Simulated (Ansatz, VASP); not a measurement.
## MgO2 in VASP and in Ansatz

The input INCAR:

```
PREC = Accurate ; ENCUT = 520
EDIFF = 1E-6 ; ISMEAR = 0
SIGMA = 0.1 ; LREAL = F
LASPH = T ; NELM = 80
ALGO = Fast ; ISIF = 2
LWAVE = F ; LCHARG = T
GGA = PS ; LELF = T
LVHAR = T ; NBANDS = 14
```

The input KPOINTS:

```
regular mesh
0
Gamma
  6 6 6
```

POSCAR

```
MgO2
1.0
    1.6047610160      0.9265092046      3.4939788749
   -1.6047610160      0.9265092046      3.4939788749
    0.0000000000     -1.8530184092      3.4939788749
Mg O
1 2
Direct
    0.0000000000      0.0000000000      0.0000000000
    0.4287860000      0.4287860000      0.4287860000
    0.5712140000      0.5712140000      0.5712140000
```

Input for Ansatz:

```yaml
crystal:
  lattice:
    - [1.604761016, 0.9265092046, 3.4939788749]
    - [-1.604761016, 0.9265092046, 3.4939788749]
    - [0.0, -1.8530184092, 3.4939788749]
  atoms:
    - { symbol: Mg, position: [0.0, 0.0, 0.0] }
    - { symbol: O, position: [0.428786, 0.428786, 0.428786] }
    - { symbol: O, position: [0.571214, 0.571214, 0.571214] }
basis:
  ecutwfc: 420
kpoints:
  mp_grid: { grid: [6, 6, 6] }
hamiltonian:
  xc: pbesol
scf:
  occupations: { method: gaussian, width: 0.1 }
output:
  forces: true
  stress: true
  eigenvalues: true
```

The cell comes from a database or a generator and needn't be the stable form of this composition.

Alike in both runs: task single point; functional PBEsol; k mesh 6 × 6 × 6; occupations gaussian, width 0.1 eV; no spin polarisation.

|  | VASP | Ansatz |
| --- | --- | --- |
| version | VASP 6.6.1 | Ansatz 0.2.0 |
| potentials or method | VASP PAW PBE potentials, release 64 (Mg, O) | scalar-relativistic, plane waves, PAW |
| plane-wave cutoff (eV) | 520 | 420 |
| valence electrons in the cell | 14 | 22 |

VASP gave:

```
gap on the k mesh at the Fermi level (eV)       : 2.21
least direct gap on the mesh (eV)               : 2.21
pressure (GPa)                                  : -5.0
largest component of the traceless stress (GPa) : 1.12
rms of the force components (eV/Å)              : 0.057
```

Problem. What did Ansatz give for the same quantities?

Solution. gap on the k mesh at the Fermi level (eV): 2.23; least direct gap on the mesh (eV): 2.23; pressure (GPa): -4.8; largest component of the traceless stress (GPa): 2.17; rms of the force components (eV/Å): 0.143.

Atom by atom the forces differ by 0.086 eV/Å (rms over components). The functional is the same, so the differences come from potentials, cutoffs and numerics. The two sets of potentials don't hold the same shells in valence.

Caveats: the PAW data sets were made with another functional, which shifts forces and pressure a little (VASP). A k mesh can miss the band edges.
